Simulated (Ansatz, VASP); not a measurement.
## CdSe in VASP and in Ansatz

File INCAR:

```
SYSTEM = CdSe
  ALGO = Normal
  EDIFF = 1E-7
  ENCUT = 520
  GGA = PE
  ISIF = 2
  ISMEAR = 0
  LASPH = .TRUE.
  LCHARG = .FALSE.
  LREAL = .FALSE.
  LWAVE = .FALSE.
  NBANDS = 16
  NELM = 80
  PREC = Accurate
  SIGMA = 0.01
```

The input KPOINTS:

```
k-points
0
G
  4 4 4
  0 0 0
```

The input POSCAR:

```
CdSe
1.0
    0.0000000000      3.0702712000      3.0702712000
    3.0702712000      0.0000000000      3.0702712000
    3.0702712000      3.0702712000      0.0000000000
Cd Se
1 1
Direct
    0.0000000000      0.0000000000      0.0000000000
    0.7500000000      0.7500000000      0.7500000000
```

Input for Ansatz:

```yaml
crystal:
  lattice:
    - [0.0, 3.0702712, 3.0702712]
    - [3.0702712, 0.0, 3.0702712]
    - [3.0702712, 3.0702712, 0.0]
  atoms:
    - { symbol: Cd, position: [0.0, 0.0, 0.0] }
    - { symbol: Se, position: [0.75, 0.75, 0.75] }
kpoints:
  mp_grid:
    grid: [4, 4, 4]
hamiltonian:
  xc: pbe
scf:
  occupations:
    method: fixed
output:
  eigenvalues: true
```

Measurements of this composition are mostly on another form, of space group No. 186.

Alike in both runs: task single point; functional PBE; k mesh 4 × 4 × 4; no spin polarisation.

|  | VASP | Ansatz |
| --- | --- | --- |
| version | VASP 6.6.1 | Ansatz 0.2.0 |
| potentials or method | VASP PAW PBE potentials, release 64 (Cd, Se) | plane waves, PAW |
| plane-wave cutoff (eV) | 520 | 420 |
| occupations | gaussian, width 0.01 eV | fixed |
| valence electrons in the cell | 18 | 36 |

Ansatz gave:

| Property | Result |
| --- | --- |
| gap on the k mesh at the Fermi level (eV) | 0.54 |

Q: Which values does VASP return?

A: gap on the k mesh at the Fermi level (eV): 0.53.

The two sets of potentials don't hold the same shells in valence.

Caveats: the k mesh is coarse (spacing up to 0.44 Å⁻¹), so the values aren't converged. PBE gaps usually lie below the measured ones, often by a third to a half.
